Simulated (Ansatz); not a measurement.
BP:

```xyz
2
Lattice="0.0000 2.2690 2.2690 2.2690 0.0000 2.2690 2.2690 2.2690 0.0000" Properties=species:S:1:pos:R:3 pbc="T T T"
P     3.4035    3.4035    3.4035
B     0.0000    0.0000    0.0000
```

* Program: Ansatz 0.2.0
* Task: relaxation of cell and atoms
* Functional: PBEsol
* Dispersion: D3(BJ)
* Potentials or basis: Ansatz PAW
* Cutoff: 420 eV (not typed: the program's choice for these potentials)
* k mesh: 10 × 10 × 10
* Occupations: fermi-dirac, width 0.05 eV
* Spin: no spin polarisation

At the start: volume 11.68 Å³/atom.

**Question.** Where does the relaxation end?

**Answer.** It ends after 5 steps and the volume is 11.31 Å³/atom (-3.2 %); space group F-43m (No. 216, to 0.05 Å).

Step by step:
```csv
step,energy change (eV),largest force (eV/Å),volume (Å³)
1,0.0000,0.0000,23.36
2,-0.0108,0.0000,22.94
3,-0.0137,0.0000,22.60
4,-0.0137,0.0000,22.61
5,-0.0131,0.0000,22.61
```

Final structure:
```cif
data_structure
_symmetry_space_group_name_H-M 'P 1'
_symmetry_Int_Tables_number 1
_cell_length_a 3.1741
_cell_length_b 3.1741
_cell_length_c 3.1741
_cell_angle_alpha 60.000
_cell_angle_beta 60.000
_cell_angle_gamma 60.000
_cell_volume 22.61
loop_
_atom_site_label
_atom_site_type_symbol
_atom_site_fract_x
_atom_site_fract_y
_atom_site_fract_z
_atom_site_occupancy
P1 P 0.75000 0.75000 0.75000 1
B1 B 0.00000 0.00000 0.00000 1
```

Caveat: the plane-wave basis is chosen anew once the cell has moved, so the energies of steps on either side of that aren't comparable; the PAW data sets come from PBE, with cores solved anew for the run's functional, which leaves a small shift of forces and pressure.
